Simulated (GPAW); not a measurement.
A run of GPAW 26.7.0 is set up as follows.

Contents of run.py:

```python
from ase.eos import EquationOfState
from ase.io import Trajectory, read
from ase.units import GPa
from gpaw import GPAW, PW, setup_paths

setup_paths.insert(0, '.')

atoms = read('POSCAR')

traj = Trajectory('eos.traj', 'w')
volumes, energies = [], []
for x in [0.94, 0.96, 0.98, 1.0, 1.02, 1.04, 1.06]:
    a = atoms.copy()
    a.set_cell(atoms.cell * x**(1 / 3), scale_atoms=True)
    calc = GPAW(mode=PW(800),
                xc='GGA_X_SOGGA+GGA_C_PBE_SOL',
                kpts={'size': (7, 7, 7), 'gamma': True},
                occupations={'name': 'fermi-dirac', 'width': 0.05},
                nbands=22,
                convergence={'density': 1e-05, 'energy': 1e-05},
                maxiter=150,
                txt=f'eos-{x:.2f}.txt')
    a.calc = calc
    energies.append(a.get_potential_energy(force_consistent=True))
    volumes.append(a.get_volume())
    p = -a.get_stress()[:3].mean() / GPa
    calc.write(f'eos-{x:.2f}.gpw')
    traj.write(a)
    print(f'{x:.2f} {volumes[-1]:10.4f} A^3 {energies[-1]:14.6f} eV {p:9.3f} GPa', flush=True)

v0, e0, B = EquationOfState(volumes, energies, eos='birchmurnaghan').fit()
print(f'V0 = {v0:.4f} A^3, E0 = {e0:.6f} eV, B0 = {B / GPa:.2f} GPa')
```

Contents of POSCAR:

```
CaF2
1.0
    0.0000000000      2.7310000000      2.7310000000
    2.7310000000      0.0000000000      2.7310000000
    2.7310000000      2.7310000000      0.0000000000
Ca F
1 2
Direct
    0.0000000000      0.0000000000      0.0000000000
    0.7500000000      0.7500000000      0.7500000000
    0.2500000000      0.2500000000      0.2500000000
```

Potentials or basis: PAW data sets generated in the run's folder for this functional, pw.

Run with:

```sh
$ gpaw-setup -f GGA_X_SOGGA+GGA_C_PBE_SOL Ca F
$ OMP_NUM_THREADS=1 python run.py
```

What does it give for the pressure derivative of the bulk modulus?

4.3 (rough: it moves with the points fitted).

What does it give for the bulk modulus?

86 GPa.

What does it give for the equilibrium volume?

13.30 Å³/atom.

Energy against volume, from the lowest point:
```csv
volume (Å³/atom),energy (meV/atom)
12.764,6.21
13.036,1.26
13.308,0.00
13.579,1.59
13.851,5.68
14.122,12.14
14.394,21.06
```
